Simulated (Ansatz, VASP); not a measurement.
## InSe in VASP and in Ansatz

```
In Se
1.0
     2.00546    1.15785    8.46303
    -2.00546    1.15785    8.46303
     0.00000   -2.31570    8.46303
In Se
2 2
Direct
  0.00095 0.00095 0.00095
  0.11039 0.11039 0.11039
  0.61738 0.61738 0.61738
  0.82728 0.82728 0.82728
```

Alike in both runs: functional PBEsol; k mesh 6 × 6 × 6; no spin polarisation.

Ansatz relaxed the structure, and its values are those at the end. VASP's run is a single point on that final structure, the one shown.

|  | VASP | Ansatz |
| --- | --- | --- |
| version | VASP 6.6.1 | Ansatz 0.2.0 |
| potentials or method | VASP PAW PBE potentials, release 64 (In_d, Se) | plane waves, PAW |
| plane-wave cutoff (eV) | 520 | 550 |
| occupations | gaussian, width 0.01 eV | fixed |
| valence electrons in the cell | 38 | 58 |

|  | VASP | Ansatz | Ansatz less VASP |
| --- | --- | --- | --- |
| pressure (GPa) | 0.0 | 0.0 | -0.06 |
| rms of the force components (eV/Å) | 0.016 | 0.005 | -0.0114 |

The two sets of potentials don't hold the same shells in valence.

Caveats: the PAW data sets were made with another functional, which shifts forces and pressure a little (VASP).
